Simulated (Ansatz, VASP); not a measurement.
# C in VASP and in Ansatz

The input POSCAR:

```
C
1.0
    0.0000000000      2.1745171800      3.2371142400
    1.1761784000      0.0000000000      3.2371142400
    1.1761784000      2.1745171800      0.0000000000
C
2
Direct
    0.2019309309      0.7980690691      0.2019309309
    0.7980690691      0.2019309309      0.7980690691
```

Contents of INCAR.step1:

```
SYSTEM = C
  PREC = Accurate
  ENCUT = 520
  ISMEAR = 0
  SIGMA = 0.02
  LREAL = .False.
  LASPH = .True.
  NELM = 80
  NBANDS = 11
  GGA = PE
  ALGO = Normal
  EDIFF = 1E-4
  LWAVE = .True.
  LCHARG = .False.
```

INCAR.step2

```
SYSTEM = C
  PREC = Accurate
  ENCUT = 520
  EDIFF = 1E-6
  ISMEAR = 0
  SIGMA = 0.02
  LREAL = .False.
  LASPH = .True.
  NELM = 80
  ALGO = Normal
  ISIF = 2
  LWAVE = .False.
  LCHARG = .True.
  METAGGA = R2SCAN
  LMIXTAU = .True.
  LELF = .True.
  LVHAR = .True.
  NBANDS = 11
  ISTART = 1
```

File KPOINTS:

```
Automatic mesh
0
Gamma
  14 14 14
  0 0 0
```

Input for Ansatz:

```yaml
crystal:
  lattice:
    - [0.0, 2.17451718, 3.23711424]
    - [1.1761784, 0.0, 3.23711424]
    - [1.1761784, 2.17451718, 0.0]
  atoms:
    - { symbol: C, position: [0.2019309309, 0.7980690691, 0.2019309309] }
    - { symbol: C, position: [0.7980690691, 0.2019309309, 0.7980690691] }
basis:
  ecutwfc: 500
kpoints:
  mp_grid: { grid: [14, 14, 14] }
hamiltonian:
  xc: r2scan
scf:
  occupations: { method: gaussian, width: 0.02 }
output:
  forces: true
  stress: true
  eigenvalues: true
```

Alike in both runs: task single point; functional r2SCAN; k mesh 14 × 14 × 14; occupations gaussian, width 0.02 eV; no spin polarisation.

|  | VASP | Ansatz |
| --- | --- | --- |
| version | VASP 6.6.1 | Ansatz 0.2.0 |
| potentials or method | VASP PAW PBE potentials, release 64 (C) | scalar-relativistic, plane waves, PAW |
| plane-wave cutoff (eV) | 520 | 500 |
| valence electrons in the cell | 8 | 8 |

Ansatz gave:

- gap on the k mesh at the Fermi level (eV): none
- pressure (GPa): 57.5
- largest component of the traceless stress (GPa): 95.39
- rms of the force components (eV/Å): 5.284

Task: What did VASP give for the same quantities?

Result: gap on the k mesh at the Fermi level (eV): none; pressure (GPa): 57.8; largest component of the traceless stress (GPa): 96.16; rms of the force components (eV/Å): 5.264.

Atom by atom the forces differ by 0.019 eV/Å (rms over components). A gap of «none» marks a metal or a gap that the smearing closes.

Caveats: so large a pressure means that the cell lies far from this level's equilibrium, or that cutoff or potentials fall short (VASP); the potentials were made for another functional, which shifts forces and pressure (VASP).
